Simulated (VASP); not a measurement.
# CdSe (F-43m) in VASP: further runs

Aim: see how the results for CdSe move with the level of theory and the settings. Levels: TB-mBJ, PBE. Tasks: band structure, dielectric tensor.

Program: VASP 6.6.1. These are calculated values, not measurements. Logs are shortened: lines on timing, memory, paths and dates and some standing lists are left out, and cuts for length are marked.

**1. Starting point**

The structure is cubic, space group F-43m (No. 216). The conventional cell has a = 6.092 Å, b = 6.092 Å, c = 6.092 Å, α = 90.00°, β = 90.00°, γ = 90.00°. Cd (site symmetry -43m) has 4 Se at 2.64 Å as nearest neighbours. Se (site symmetry -43m) has 4 Cd at 2.64 Å as nearest neighbours.

Measurements of this composition are mostly on another form, of space group No. 186.

**2. Band structure, TB-mBJ**

The input, POSCAR:

```
CdSe                                    
1.0
    0.0000000000      3.0462087289      3.0462087289
    3.0462087289      0.0000000000      3.0462087289
    3.0462087289      3.0462087289      0.0000000000
  Cd              Se            
     1     1
Direct
     0.0000000000000000    0.0000000000000000    0.0000000000000000
     0.7500000000000000    0.7500000000000000    0.7500000000000000
```

The input, INCAR.step1:

```
SYSTEM = CdSe
PREC = Accurate ; ENCUT = 520
EDIFF = 1E-5 ; ISMEAR = 0
SIGMA = 0.03 ; LREAL = .FALSE.
LASPH = .TRUE. ; NELM = 80
ALGO = Normal ; ISIF = 2
LWAVE = .TRUE. ; LCHARG = .FALSE.
NBANDS = 16 ; GGA = PE
```

The input, INCAR.step2:

```
SYSTEM = CdSe
PREC = Accurate ; ENCUT = 520
EDIFF = 1E-7 ; ISMEAR = 0
SIGMA = 0.03 ; LREAL = .FALSE.
LASPH = .TRUE. ; NELM = 80
ALGO = Normal ; ISIF = 2
LWAVE = .FALSE. ; LCHARG = .FALSE.
METAGGA = MBJ ; NBANDS = 16
ISTART = 1
```

The input, KPOINTS:

```
regular mesh
0
G
  8 8 8
  0 0 0
```

The input, KPOINTS_OPT:

```
explicit points
202
Reciprocal
 0.0000000000  0.0000000000  0.0000000000 1
 0.0555555556  0.0000000000  0.0555555556 1
 0.1111111111  0.0000000000  0.1111111111 1
 0.1666666667  0.0000000000  0.1666666667 1
 0.2222222222  0.0000000000  0.2222222222 1
 0.2777777778  0.0000000000  0.2777777778 1
[... 194 lines left out ...]
 0.5120934400  0.0241868800  0.5120934400 1
 0.4879065600 -0.0241868800  0.4879065600 1
```

Potentials or basis: VASP PAW PBE potentials, release 64 (Cd, Se).

Launch:

```sh
$ cat potpaw_PBE.64/Cd/POTCAR potpaw_PBE.64/Se/POTCAR > POTCAR
$ cp INCAR.step1 INCAR
$ mpirun -np 1 vasp_std > vasp.out
$ cp INCAR.step2 INCAR
$ mpirun -np 1 vasp_std > vasp.out
```

OUTCAR:

```text
SYSTEM = CdSe
   PREC = Accurate
   ENCUT = 520
   EDIFF = 1E-7
   ISMEAR = 0
   LREAL = .FALSE.
   LASPH = .TRUE.
   NELM = 80
   ISIF = 2
   METAGGA = MBJ
   ISTART = 1

 ion  position               nearest neighbor table
   1  0.000  0.000  0.000-   2 2.64   2 2.64   2 2.64   2 2.64
   2  0.750  0.750  0.750-   1 2.64   1 2.64   1 2.64   1 2.64

  LATTYP: Found a face centered cubic cell.
 ALAT       =     6.0924174578

  Lattice vectors:

 A1 = (   0.0000000000,   3.0462087289,   3.0462087289)
 A2 = (   3.0462087289,   0.0000000000,   3.0462087289)
 A3 = (   3.0462087289,   3.0462087289,   0.0000000000)

Analysis of symmetry for initial positions (statically):
=====================================================================
 Subroutine PRICEL returns:
 Original cell was already a primitive cell.

 Routine SETGRP: Setting up the symmetry group for a
 face centered cubic supercell.

 Subroutine GETGRP returns: Found 24 space group operations
 (whereof 24 operations were pure point group operations)
 out of a pool of 48 trial point group operations.

The static configuration has the point symmetry T_d .

Analysis of symmetry for dynamics (positions and initial velocities):
=====================================================================
 Subroutine PRICEL returns:
 Original cell was already a primitive cell.

 Routine SETGRP: Setting up the symmetry group for a
 face centered cubic supercell.

 Subroutine GETGRP returns: Found 24 space group operations
 (whereof 24 operations were pure point group operations)
 out of a pool of 48 trial point group operations.

The dynamic configuration has the point symmetry T_d .

 Subroutine INISYM returns: Found 24 space group operations
 (whereof 24 operations are pure point group operations),
 and found     1 'primitive' translations

----------------------------------------------------------------------------------------

                                     Primitive cell

  volume of cell :      56.5339

  direct lattice vectors                    reciprocal lattice vectors
     0.000000000  3.046208729  3.046208729    -0.164138457  0.164138457  0.164138457
     3.046208729  0.000000000  3.046208729     0.164138457 -0.164138457  0.164138457
     3.046208729  3.046208729  0.000000000     0.164138457  0.164138457 -0.164138457

  length of vectors
     4.307989698  4.307989698  4.307989698     0.284296147  0.284296147  0.284296147

  position of ions in fractional coordinates (direct lattice)
     0.000000000  0.000000000  0.000000000
     0.750000000  0.750000000  0.750000000

  ion indices of the primitive-cell ions
   primitive index   ion index
                 1           1
                 2           2

----------------------------------------------------------------------------------------

 KPOINTS: regular mesh

Automatic generation of k-mesh.
 Grid dimensions read from file:
 generate k-points for:    8    8    8

 Generating k-lattice:

  Cartesian coordinates                     Fractional coordinates (reciprocal lattice)
    -0.020517307  0.020517307  0.020517307     0.125000000  0.000000000  0.000000000
     0.020517307 -0.020517307  0.020517307     0.000000000  0.125000000  0.000000000
     0.020517307  0.020517307 -0.020517307     0.000000000  0.000000000  0.125000000

  Length of vectors
     0.035537018  0.035537018  0.035537018

  Shift w.r.t. Gamma in fractional coordinates (k-lattice)
     0.000000000  0.000000000  0.000000000

 Subroutine IBZKPT returns following result:
 ===========================================

 Found     29 irreducible k-points:

 Following reciprocal coordinates:
            Coordinates               Weight
  0.000000  0.000000  0.000000      1.000000
  0.125000  0.000000  0.000000      8.000000
  0.250000  0.000000  0.000000      8.000000
  0.375000  0.000000  0.000000      8.000000
  0.500000  0.000000  0.000000      4.000000
  0.125000  0.125000  0.000000      6.000000
[... 16 lines left out ...]
  0.500000  0.250000  0.125000     48.000000
 -0.375000  0.250000  0.125000     24.000000
 [... further k-points ...]
   k-points           NKPTS =     29   k-points in BZ     NKDIM =     29   number of bands    NBANDS=     16
   number of dos      NEDOS =    301   number of ions     NIONS =      2
   total plane-waves  NPLWV =  32768
   dimension x,y,z NGX =    32 NGY =   32 NGZ =   32
   dimension x,y,z NGXF=    64 NGYF=   64 NGZF=   64
   ions per type =               1   1
   NGX,Y,Z   is equivalent  to a cutoff of  12.35, 12.35, 12.35 a.u.
   NGXF,Y,Z  is equivalent  to a cutoff of  24.70, 24.70, 24.70 a.u.
 SYSTEM =  CdSe
   PREC   = accura    normal or accurate (medium, high low for compatibility)
   ISTART =      1    job   : 0-new  1-cont  2-samecut
   ICHARG =      0    charge: 1-file 2-atom 10-const
   ISPIN  =      1    spin polarized calculation?
   LNONCOLLINEAR =      F non collinear calculations
   LSORBIT =      F    spin-orbit coupling
   LASPH  =      T    aspherical Exc in radial PAW
   ENCUT  =  520.0 eV  38.22 Ry    6.18 a.u.   8.01  8.01  8.01*2*pi/ulx,y,z
   NELM   =     80;   NELMIN=  2; NELMDL=  0     # of ELM steps
   EDIFF  = 0.1E-06   stopping-criterion for ELM
   LREAL  =      F    real-space projection
   EDIFFG = 0.1E-05   stopping-criterion for IOM
   NSW    =      0    number of steps for IOM
   IBRION =     -1    ionic relax: 0-MD 1-quasi-New 2-CG
   NFREE  =      0    steps in history (QN), initial steepest desc. (CG)
   ISIF   =      2    stress and relaxation
   ISYM   =      2    0-nonsym 1-usesym 2-fastsym
   POTIM  = 0.5000    time-step for ionic-motion
   TEBEG  =    0.0;   TEEND  =   0.0 temperature during run
   PSTRESS=    0.0 pullay stress
   NELECT =      18.0000    total number of electrons
   NUPDOWN=      -1.0000    fix difference up-down
   EMIN   =  10.00;   EMAX   =-10.00  energy-range for DOS
   EFERMI =   0.00;   METHOD = LEGACY
   ISMEAR =     0;   SIGMA  =   0.03  broadening in eV -4-tet -1-fermi 0-gaus
   EFERMI_NEDOS =   21; number of points for ismear=-14 and -15
   IALGO  =     38    algorithm
   IMIX   =      4    mixing-type and parameters
     AMIX     =   0.40;   BMIX     =  1.00
     AMIX_MAG =   1.60;   BMIX_MAG =  1.00
  volume/ion in A,a.u.               =      28.27       190.75
  Fermi-wavevector in a.u.,A,eV,Ry     =   1.117882  2.112491 17.002662  1.249660
  Thomas-Fermi vector in A             =   2.254509
   LORBIT       =      0    0 simple, 1 ext, 2 COOP (PROOUT), +10 PAW based schemes
   METAGGA = MBJ    functional components
   LHFCALC =     F    Hartree Fock is set to
   AEXX    =    0.0000 exact exchange contribution
   IVDW    =     0    specifies the selected vdW correction
   LEPSILON=     F    determine dielectric tensor
   LRPA    =     F    only Hartree local field effects (RPA)
 non-spin polarized calculation
 Gauss-broadening in eV      SIGMA  =   0.03
  energy-cutoff  :      520.00
  volume of cell :       56.53
 maximum number of plane-waves:      1540
   NGX = 17   NGY = 17   NGZ = 17

 number of electron      18.0000004 magnetization

 Free energy of the ion-electron system (eV)
  ---------------------------------------------------
  ext. energy  EPLUGINS =         0.00000000
  ---------------------------------------------------
  free energy    TOTEN  =       393.99457828 eV

  energy without entropy =      393.99457828  energy(sigma->0) =      393.99457828

 E-fermi :   1.2811     XC(G=0):  -7.6802

 val. band max:        1.1342521736   @ k =   0.0000   0.0000   0.0000
 cond. band min:       3.0716134422   @ k =   0.0000   0.0000   0.0000
 fundamental gap:      1.9373612685
 Fermi energy:         1.2810824710

 k-point     1 :       0.0000    0.0000    0.0000
  band No.  band energies     occupation
      1     -11.1427      2.00000
      2      -6.6992      2.00000
      3      -6.6992      2.00000
      4      -6.6991      2.00000
      5      -6.3135      2.00000
      6      -6.3135      2.00000
[... 8 lines left out ...]
     15      12.3553      0.00000
     16      12.3553      0.00000

 k-point     2 :       0.1250    0.0000    0.0000
  band No.  band energies     occupation
      1     -11.0966      2.00000
      2      -6.6832      2.00000
      3      -6.6830      2.00000
      4      -6.6443      2.00000
      5      -6.3141      2.00000
      6      -6.3141      2.00000
[... 8 lines left out ...]
     15      11.8165      0.00000
     16      12.9212      0.00000

 k-point     3 :       0.2500    0.0000    0.0000
  band No.  band energies     occupation
      1     -10.9851      2.00000
      2      -6.6472      2.00000
      3      -6.6471      2.00000
      4      -6.4689      2.00000
      5      -6.3116      2.00000
      6      -6.3116      2.00000
[... 8 lines left out ...]
     15      11.6366      0.00000
     16      12.4906      0.00000

 k-point     4 :       0.3750    0.0000    0.0000
  band No.  band energies     occupation
      1     -10.8736      2.00000
      2      -6.6168      2.00000
      3      -6.6167      2.00000
      4      -6.3019      2.00000
      5      -6.3018      2.00000
      6      -6.1966      2.00000
[... 8 lines left out ...]
     15      12.5398      0.00000
     16      12.5399      0.00000
[... 324 lines left out ...]
 k-point    22 :       0.3750    0.2500    0.1250
  band No.  band energies     occupation
      1     -10.9031      2.00000
      2      -6.6067      2.00000
      3      -6.5876      2.00000
      4      -6.4097      2.00000
      5      -6.3029      2.00000
      6      -6.2707      2.00000
[... 8 lines left out ...]
     15      13.0701      0.00000
     16      14.9019      0.00000

 k-point    23 :       0.5000    0.2500    0.1250
  band No.  band energies     occupation
      1     -10.8151      2.00000
      2      -6.5755      2.00000
      3      -6.5614      2.00000
      4      -6.3527      2.00000
      5      -6.2937      2.00000
      6      -6.0818      2.00000
[... 8 lines left out ...]
     15      13.8773      0.00000
     16      14.2881      0.00000

 k-point    24 :      -0.3750    0.2500    0.1250
  band No.  band energies     occupation
      1     -10.7791      2.00000
      2      -6.5664      2.00000
      3      -6.5511      2.00000
      4      -6.3318      2.00000
      5      -6.2995      2.00000
      6      -5.9505      2.00000
[... 8 lines left out ...]
     15      13.5199      0.00000
     16      14.2642      0.00000

 [... further k-points ...]
[... 5 lines left out ...]
  --------------------------------------------------------------------------------------
  -------------------------------------------------------------------------------------
  Total      -29.2385514    -29.2385514    -29.2385514      0.0000000      0.0000000     -0.0000000
  in kB     -828.6239172   -828.6239172   -828.6239172      0.0000000      0.0000000     -0.0000000
  external PRESSURE =    -828.6239172 kB  Pullay stress =       0.0000000 kB

 VOLUME and BASIS-vectors are now :
 -----------------------------------------------------------------------------
  energy-cutoff  :      520.00
  volume of cell :       56.53
      direct lattice vectors                 reciprocal lattice vectors
     0.000000000  3.046208729  3.046208729    -0.164138457  0.164138457  0.164138457
     3.046208729  0.000000000  3.046208729     0.164138457 -0.164138457  0.164138457
     3.046208729  3.046208729  0.000000000     0.164138457  0.164138457 -0.164138457

 POSITION                                       TOTAL-FORCE (eV/Angst)
 -----------------------------------------------------------------------------------
      0.00000      0.00000      0.00000         0.000000      0.000000      0.000000
      4.56931      4.56931      4.56931        -0.000000     -0.000000     -0.000000
 -----------------------------------------------------------------------------------
    total drift:                                0.000013      0.000013      0.000012

  FREE ENERGIE OF THE ION-ELECTRON SYSTEM (eV)
  ---------------------------------------------------
  free  energy   TOTEN  =       393.9945782840 eV

  energy  without entropy=      393.9945782840  energy(sigma->0) =      393.99457828
```

Run time: 2.7 min. Hardware: 1 thread of Intel Xeon Platinum 8259CL at 2.50GHz (Skylake/Cascade Lake), shared host; peak memory 0.21 GiB.

Results:

```
Band gap on the k mesh  : 1.94 eV, direct
Band gap along the path : 1.94 eV, direct
```

Levels at the corners of the path, in eV from the valence-band top:
```csv
point,band 5,band 6,band 7,band 8,band 9,band 10,band 11,band 12,band 13,band 14
Γ,-7.45,-7.45,0.00,0.00,0.00,1.94,6.76,6.76,6.76,11.14
X,-7.39,-7.09,-3.58,-1.64,-1.64,4.15,4.61,10.10,11.26,11.26
X,-7.39,-7.09,-3.58,-1.64,-1.64,4.15,4.61,10.10,11.26,11.26
W,-7.44,-6.99,-3.47,-1.98,-1.91,5.81,6.00,7.48,8.38,11.62
W,-7.44,-6.99,-3.47,-1.98,-1.91,5.81,6.00,7.48,8.38,11.62
K,-7.42,-7.02,-3.50,-2.21,-1.34,4.65,5.95,9.08,9.33,9.79
K,-7.42,-7.02,-3.50,-2.21,-1.34,4.65,5.95,9.08,9.33,9.79
Γ,-7.45,-7.45,0.00,0.00,0.00,1.94,6.76,6.76,6.76,11.14
Γ,-7.45,-7.45,0.00,0.00,0.00,1.94,6.76,6.76,6.76,11.14
L,-7.43,-7.17,-3.87,-0.66,-0.66,3.50,7.17,7.17,8.48,11.24
L,-7.43,-7.17,-3.87,-0.66,-0.66,3.50,7.17,7.17,8.48,11.24
U,-7.42,-7.02,-3.50,-2.21,-1.34,4.65,5.95,9.08,9.33,9.79
U,-7.42,-7.02,-3.50,-2.21,-1.34,4.65,5.95,9.08,9.33,9.79
W,-7.44,-6.99,-3.47,-1.98,-1.91,5.81,6.00,7.48,8.38,11.62
W,-7.44,-6.99,-3.47,-1.98,-1.91,5.81,6.00,7.48,8.38,11.62
L,-7.43,-7.17,-3.87,-0.66,-0.66,3.50,7.17,7.17,8.48,11.24
L,-7.43,-7.17,-3.87,-0.66,-0.66,3.50,7.17,7.17,8.48,11.24
K,-7.42,-7.02,-3.50,-2.21,-1.34,4.65,5.95,9.08,9.33,9.79
U,-7.42,-7.02,-3.50,-2.21,-1.34,4.65,5.95,9.08,9.33,9.79
X,-7.39,-7.09,-3.58,-1.64,-1.64,4.15,4.61,10.10,11.26,11.26
```

Caveat: the PAW data sets were made with another functional, which shifts forces and pressure a little.

**3. Band structure, TB-mBJ, spin-orbit coupling, no magnetisation**

POSCAR is that of step 2.

Edit INCAR.step1 of step 2 so:

```diff
@@ -7,2 +7,4 @@
 LWAVE = .TRUE. ; LCHARG = .FALSE.
-NBANDS = 16 ; GGA = PE
+MAGMOM = 0 0 0 0 0 0 ; LORBIT = 11
+LSORBIT = .TRUE. ; GGA_COMPAT = .FALSE.
+NBANDS = 30 ; GGA = PE
```

Edit INCAR.step2 of step 2 so:

```diff
@@ -7,3 +7,5 @@
 LWAVE = .FALSE. ; LCHARG = .FALSE.
-METAGGA = MBJ ; NBANDS = 16
+MAGMOM = 0 0 0 0 0 0 ; LORBIT = 11
+LSORBIT = .TRUE. ; GGA_COMPAT = .FALSE.
+METAGGA = MBJ ; NBANDS = 30
 ISTART = 1
```

The input, KPOINTS:

```
regular mesh
0
G
  6 6 6
  0 0 0
```

KPOINTS_OPT is that of step 2.

Potentials or basis: VASP PAW PBE potentials, release 64 (Cd, Se).

Launch:

```sh
$ cat potpaw_PBE.64/Cd/POTCAR potpaw_PBE.64/Se/POTCAR > POTCAR
$ cp INCAR.step1 INCAR
$ mpirun -np 1 vasp_ncl > vasp.out
$ cp INCAR.step2 INCAR
$ mpirun -np 1 vasp_ncl > vasp.out
```

It took 10 min on 1 thread of Intel Xeon Platinum 8259CL at 2.50GHz (Skylake/Cascade Lake), shared host; peak memory 0.38 GiB.

It converged, with:

| Quantity | Value |
| --- | --- |
| Valence electrons inside the program's atomic spheres | Cd 10.19; Se 4.24 |

Caveat: the PAW data sets were made with another functional, which shifts forces and pressure a little.

(Continued in part 2 of 2.)
